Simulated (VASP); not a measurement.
Wanted: the native input for a VASP 6.6.1 run.

- Task: relaxation of the atoms
- Functional: r2SCAN
- Potentials or basis: VASP PAW PBE potentials, release 64 (Li_sv, F)
- Cutoff: 600 eV
- k mesh: 12 × 12 × 12
- Occupations: gaussian, width 0.03 eV
- Spin: no spin polarisation
- Further INCAR settings: ALGO = Normal; EDIFF = 1e-07; IBRION = 2; EDIFFG = -0.01; NSW = 40

The structure of LiF (Griceite) lies in POSCAR:

```
LiF                                     
1.0
    0.0000000000      1.9461634233      1.9461634233
    1.9461634233      0.0000000000      1.9461634233
    1.9461634233      1.9461634233      0.0000000000
  Li              F             
     1     1
Direct
     0.0000000000000000    0.0000000000000000    0.0000000000000000
     0.5000000000000000    0.5000000000000000    0.5000000000000000
```

The cell isn't the ideal one: a relaxed cell with its volume scaled by 0.94.

One way to write it, as run:

INCAR

```
SYSTEM = LiF
  PREC = Accurate
  ENCUT = 600
  EDIFF = 1E-7
  ISMEAR = 0
  SIGMA = 0.03
  LREAL = .False.
  LASPH = .True.
  NELM = 80
  ALGO = Normal
  ISIF = 2
  LWAVE = .False.
  LCHARG = .False.
  METAGGA = R2SCAN
  LMIXTAU = .True.
  IBRION = 2
  NSW = 40
  EDIFFG = -0.01
```

KPOINTS

```
Automatic mesh
0
Gamma
  12 12 12
  0 0 0
```

Potentials or basis: VASP PAW PBE potentials, release 64 (Li_sv, F).

The run is started by

```console
$ cat potpaw_PBE.64/Li_sv/POTCAR potpaw_PBE.64/F/POTCAR > POTCAR
$ mpirun -np 1 vasp_std > vasp.out
```

It gave:

* Pressure after relaxing: 5.9 GPa
* Band gap on the k mesh: 11.32 eV, direct

Caveat: the cutoff is under 1.25 times the usual one of these potentials, so pressure, stress and relaxed cells hold a basis-set (Pulay) error; the relaxation stopped at its first step, so nothing moved; the PAW data sets were made with another functional, which shifts forces and pressure a little.

Run time: 70 s on 1 thread of AMD EPYC 7R13 Processor (Zen 3), on a shared host, peak memory 0.11 GiB.
